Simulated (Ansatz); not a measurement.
HgTe under pressure

Method: DFT PBE, scalar-relativistic, plane waves, PAW (Ansatz). Settings: 420 eV cutoff, 12×12×12 k-mesh, Gaussian smearing of 0.10 eV, no spin polarisation.

Starting point, cell and atoms relaxed:

```
Hg Te
1.0
     0.00000    3.32622    3.32622
     3.32622    0.00000    3.32622
     3.32622    3.32622    0.00000
Hg Te
1 1
Direct
  0.00000 0.00000 0.00000
  0.25000 0.25000 0.25000
```

Cell and atoms are relaxed at each pressure within the symmetry of the start, at zero temperature, so transitions that lower the symmetry aren't seen. The k-mesh given is that at zero pressure and may differ at others. a, b and c are the lengths of the cell vectors above. Gaps are Kohn–Sham gaps over the whole zone.

Spin-orbit coupling is left out, which matters for the bands and energies of heavy elements.

```tsv
P (GPa)	V (Å³/atom)	V/V0	a (Å)	b (Å)	c (Å)
-2	39.40	1.071	4.812	4.812	4.812
0	36.80	1.000	4.704	4.704	4.704
2	34.97	0.950	4.625	4.625	4.625
5	32.95	0.895	4.534	4.534	4.534
10	30.64	0.833	4.425	4.425	4.425
20	27.72	0.753	4.280	4.280	4.280
40	24.44	0.664	4.104	4.104	4.104
```

Task: What bulk modulus and pressure derivative fit these points?

Result: A third-order Birch–Murnaghan fit gives B0 = 34 GPa and B0' = 5.1.

Task: What does pressure do to the gap?

Result: The gaps are metal at -2 GPa, metal at 0 GPa, metal at 2 GPa, metal at 5 GPa, metal at 10 GPa, metal at 20 GPa, 0.11 eV at 40 GPa.

Closed-shell ions balance this formula, and semilocal functionals make gaps too small, so «metal» can mean here that the functional has closed a real gap.